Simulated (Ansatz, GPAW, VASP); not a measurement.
# Na: programs and potentials compared

```xyz
1
Lattice="-2.1410 2.1410 2.1410 2.1410 -2.1410 2.1410 2.1410 2.1410 -2.1410" Properties=species:S:1:pos:R:3 pbc="T T T"
Na    0.0000    0.0000    0.0000
```

Alike in all runs: task single point; functional RPBE; k mesh 9 × 9 × 9; occupations gaussian, width 0.02 eV; no spin polarisation; no spin-orbit coupling. Pressure is positive in compression and, in plane waves, holds the error of the finite cutoff, which Ansatz's Pulay term estimates and takes out.

```tsv
program and potentials	plane-wave cutoff (eV)	notes	pressure (GPa)
Ansatz, Ansatz PAW	420	potentials made for PBE, which Ansatz adapts in part; 9 valence electrons an atom on average	0.02
GPAW, the program's PAW data sets (release 1.2.1) made for this functional	800	7 valence electrons an atom on average	0.04
VASP, PBE PAW files Na, 500 eV	500	potentials made for PBE; 1 valence electrons an atom on average	-0.01
```

The pressure spans -0.01 (VASP, PBE PAW files Na, 500 eV) to 0.04 GPa (GPAW, the program's PAW data sets (release 1.2.1) made for this functional). Some sets were made for another functional than the one run, which can shift their rows.

Differences between rows come from potentials, basis sets and numerical settings, since the functional is the same but for its coding. Runs on potential files found faulty are left out.
